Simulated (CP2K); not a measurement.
## A self-consistent single point of CsBr (Pm-3m, 2 atoms in the cell) with CP2K

Method of the run: PBE, GPW, DZVP-MOLOPT-PBE-GTH basis, GTH-PBE potentials (POTENTIAL_UZH) in CP2K.

Input:

```
&GLOBAL
  PROJECT csbr
  RUN_TYPE ENERGY_FORCE
  PRINT_LEVEL LOW
&END GLOBAL
&FORCE_EVAL
  METHOD Quickstep
  STRESS_TENSOR ANALYTICAL
  &DFT
    BASIS_SET_FILE_NAME BASIS_MOLOPT_UZH
    POTENTIAL_FILE_NAME POTENTIAL_UZH
    &QS
      METHOD GPW
      EPS_DEFAULT 1E-10
    &END QS
    &MGRID
      CUTOFF 500
      REL_CUTOFF 50
      NGRIDS 5
    &END MGRID
    &SCF
      SCF_GUESS ATOMIC
      EPS_SCF 1E-7
      MAX_SCF 100
      ADDED_MOS 4
      &DIAGONALIZATION
        ALGORITHM STANDARD
      &END DIAGONALIZATION
      &MIXING
        METHOD BROYDEN_MIXING
        ALPHA 0.2
        NBUFFER 10
      &END MIXING
    &END SCF
    &KPOINTS
      SCHEME MONKHORST-PACK 8 8 8
      GAMMA_CENTERED T
    &END KPOINTS
    &XC
      &XC_FUNCTIONAL PBE
      &END XC_FUNCTIONAL
    &END XC
    &PRINT
      &MO
        EIGENVALUES T
        OCCUPATION_NUMBERS T
        NDIGITS 8
        FILENAME mo
        &EACH
          QS_SCF 0
        &END EACH
        ADD_LAST NUMERIC
      &END MO
      &MULLIKEN OFF
      &END MULLIKEN
    &END PRINT
  &END DFT
  &SUBSYS
    &CELL
      A 4.24429800 0.00000000 0.00000000
      B 0.00000000 4.24429800 0.00000000
      C 0.00000000 0.00000000 4.24429800
      PERIODIC XYZ
    &END CELL
    &COORD
      SCALED
      Cs       0.00000000     0.00000000     0.00000000
      Br       0.50000000     0.50000000     0.50000000
    &END COORD
    &KIND Cs
      BASIS_SET DZVP-MOLOPT-PBE-GTH-q9
      POTENTIAL GTH-PBE-q9
    &END KIND
    &KIND Br
      BASIS_SET DZVP-MOLOPT-PBE-GTH-q7
      POTENTIAL GTH-PBE-q7
    &END KIND
  &END SUBSYS
  &PRINT
    &FORCES ON
    &END FORCES
    &STRESS_TENSOR ON
    &END STRESS_TENSOR
  &END PRINT
&END FORCE_EVAL
```

The program printed (abridged):

```
 GLOBAL| Method name                                                        CP2K
 GLOBAL| Project name                                                       csbr
 GLOBAL| Run type                                                   ENERGY_FORCE

 TOTAL NUMBERS AND MAXIMUM NUMBERS

  Total number of            - Atomic kinds:                                   2
                             - Atoms:                                          2
                             - Shell sets:                                     2
                             - Shells:                                        11
                             - Primitive Cartesian functions:                 10
                             - Cartesian basis functions:                     29
                             - Spherical basis functions:                     27

  Maximum angular momentum of- Orbital basis functions:                        2
                             - Local part of the GTH pseudopotential:          2
                             - Non-local part of the GTH pseudopotential:      4

 SCF PARAMETERS         Density guess:                                    ATOMIC
                        max_scf:                                             100
                        max_diis:                                              4
                        eps_scf:                                        1.00E-07
                        eps_diis:                                       1.00E-01
                        eps_eigval:                                     1.00E-05
                        level_shift [a.u.]:                             0.000000
                        added MOs                                         4    0
                        Mixing method:                            BROYDEN_MIXING
                                                charge density mixing in g-space
                        No outer SCF

 Extrapolation method: initial_guess

 Number of electrons:                                                         16
 Number of occupied orbitals:                                                  8
 Number of molecular orbitals:                                                12

 Number of orbital functions:                                                 27
 Number of independent orbital functions:                                     27

 SCF WAVEFUNCTION OPTIMIZATION

  Step     Update method      Time    Convergence         Total energy    Change
     1 NoMix/Diag. 0.20E+00      -     0.68182899       -33.7304714118 -3.37E+01
     2 Broy./Diag. 0.20E+00      -     0.02010764       -33.4049933643  3.25E-01
     3 Broy./Diag. 0.20E+00      -     0.04976994       -33.5782361088 -1.73E-01
     4 Broy./Diag. 0.20E+00      -     0.00559891       -33.6760004471 -9.78E-02
     5 Broy./Diag. 0.20E+00      -     0.00750400       -33.6498525523  2.61E-02
     6 Broy./Diag. 0.20E+00      -     0.00117125       -33.6592524348 -9.40E-03
     7 Broy./Diag. 0.20E+00      -     0.00092829       -33.6638324196 -4.58E-03
     8 Broy./Diag. 0.20E+00      -     0.00001280       -33.6655122627 -1.68E-03
     9 Broy./Diag. 0.20E+00      -     0.00005994       -33.6653745032  1.38E-04
    10 Broy./Diag. 0.20E+00      -     0.00000061       -33.6653333191  4.12E-05
    11 Broy./Diag. 0.20E+00      -     0.00000133       -33.6653253377  7.98E-06
    12 Broy./Diag. 0.20E+00      -     0.00000004       -33.6653254175 -7.98E-08

  *** SCF run converged in    12 steps ***

  Electronic density on regular grids:        -16.0000000001       -0.0000000001
  Core density on regular grids:               15.9999999975       -0.0000000025
  Total charge density on r-space grids:       -0.0000000026
  Total charge density g-space grids:          -0.0000000026

  Overlap energy of the core charge distribution:               0.00000000000000
  Self energy of the core charge distribution:                -69.97887109563506
  Core Hamiltonian energy:                                     14.53149160992033
  Hartree energy:                                              27.66402931150377
  Exchange-correlation energy:                                 -5.88197524331994

  Total energy:                                               -33.66532541753088

 ENERGY| Total FORCE_EVAL ( QS ) energy [hartree]            -33.665325314397798

 FORCES| Atomic forces [hartree/bohr]
 FORCES|   Atom     x               y               z               |f|
 FORCES|      1 -2.73713334E-10 -2.73717651E-10 -2.73717452E-10   4.74090271E-10
 FORCES|      2  1.53085022E-11  1.53102191E-11  1.53053449E-11   2.65142722E-11
 FORCES| Sum    -2.58404832E-10 -2.58407432E-10 -2.58412107E-10
 FORCES| Total atomic force                                       4.47575999E-10

 STRESS| Analytical stress tensor [bar]
 STRESS|                        x                   y                   z
 STRESS|      x        2.12220905446E+04  -8.47582837816E-05  -8.47583736805E-05
 STRESS|      y       -8.47582837816E-05   2.12220905446E+04  -8.47585998284E-05
 STRESS|      z       -8.47583736805E-05  -8.47585998284E-05   2.12220540458E+04
 STRESS| 1/3 Trace                                             2.12220783783E+04
```

The run converged in 12 iterations.

The starting cell comes from a database of computed structures (which also holds hypothetical and non-ambient phases and stackings), without a prior relaxation at this level. Its lattice was rescaled by a random factor within 2.5 % of one. Values carry the incompleteness of an atom-centred basis.
